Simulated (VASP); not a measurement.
AlCo, 2 atoms in the cell. The structure is cubic, space group Pm-3m (No. 221). The conventional cell has a = 2.819 Å, b = 2.819 Å, c = 2.819 Å, α = 90.00°, β = 90.00°, γ = 90.00°. Around Co (site symmetry m-3m) lie 8 Al at 2.44 Å. Around Al (site symmetry m-3m) lie 8 Co at 2.44 Å. The cell is a database's computed one.

| Quantity | Value |
| --- | --- |
| Program | VASP 6.6.1 |
| Task | hyperfine couplings |
| Functional | HSE06 |
| Dispersion | D3(BJ) |
| Potentials or basis | VASP PAW PBE potentials, release 64 (Co, Al) |
| Cutoff | 520 eV |
| k mesh | 5 × 5 × 5 |
| Occupations | methfessel-paxton, width 0.2 eV |
| Spin | collinear spin, ferromagnetic start |
| Starting moments | [2.0, 0.0] μB |
| Grid for exact exchange (PRECFOCK) | Fast |
| Screening parameter | 0.2 1/A |
| Further INCAR settings | ALGO = Normal; EDIFF = 1e-07 |

Potentials or basis: VASP PAW PBE potentials, release 64 (Co, Al).

Run with:

```bash
$ cat potpaw_PBE.64/Co/POTCAR potpaw_PBE.64/Al/POTCAR > POTCAR
$ cp INCAR.step1 INCAR
$ mpirun -np 1 vasp_std > vasp.out
$ cp INCAR.step2 INCAR
$ mpirun -np 1 vasp_std > vasp.out
```

Hardware: 1 thread of AMD EPYC 7R13 Processor (Zen 3), with other jobs on the host.

Q: Estimate the wall time of this run.

A: Wall time 4.1 min on 1 thread of AMD EPYC 7R13 Processor (Zen 3), with other jobs on the host, peak memory 0.23 GiB. Counts: scf iterations 11, k points 10.
